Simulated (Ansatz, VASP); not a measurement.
## Si in VASP and in Ansatz

Contents of INCAR:

```
SYSTEM = Si
ALGO = Normal
EDIFF = 1E-8
ENCUT = 520
GGA = CA
ISIF = 2
ISMEAR = -1
LASPH = .TRUE.
LCHARG = .FALSE.
LEFG = .TRUE.
LREAL = .FALSE.
LWAVE = .FALSE.
NBANDS = 11
NELM = 80
PREC = Accurate
SIGMA = 0.08
```

Contents of KPOINTS:

```
k-points
0
G
  11 11 11
  0 0 0
```

File POSCAR:

```
Si
1.0
    0.0000000000      2.6787699606      2.6787699606
    2.6787699606      0.0000000000      2.6787699606
    2.6787699606      2.6787699606      0.0000000000
Si
2
Direct
    0.5000000000      0.5000000000      0.5000000000
    0.7500000000      0.7500000000      0.7500000000
```

Input for Ansatz:

```yaml
crystal:
  lattice:
    - [0.0, 2.6787699606, 2.6787699606]
    - [2.6787699606, 0.0, 2.6787699606]
    - [2.6787699606, 2.6787699606, 0.0]
  atoms:
    - { symbol: Si, position: [0.5, 0.5, 0.5] }
    - { symbol: Si, position: [0.75, 0.75, 0.75] }
kpoints:
  mp_grid: { grid: [11, 11, 11] }
scf:
  occupations: { method: fermi_dirac, width: 0.08 }
hamiltonian:
  xc: lda
  pseudopotentials: { kind: paw }
output:
  forces: true
  stress: true
  eigenvalues: true
  efg: { contact_densities: true }
```

Change from the starting cell: volume scaled by 0.96, PAW files.

Alike in both runs: task electric field gradients; functional LDA; k mesh 11 × 11 × 11; occupations fermi-dirac, width 0.08 eV; no spin polarisation.

```csv
,VASP,Ansatz
version,VASP 6.6.1,Ansatz 0.2.0
potentials or method,"VASP PAW LDA potentials, release 64 (Si)","PAW with Ansatz's default frozen-core files, scalar-relativistic"
plane-wave cutoff (eV),520,420
valence electrons in the cell,8,8
```

```csv
,VASP,Ansatz,Ansatz less VASP
pressure (GPa),2.6,2.5,-0.05
Vzz of the field gradient on the site that differs most (V/Å²),0.0,0.0,0.00
```

Caveats: an odd mesh through Γ misses points on the zone boundary, where band edges often lie.
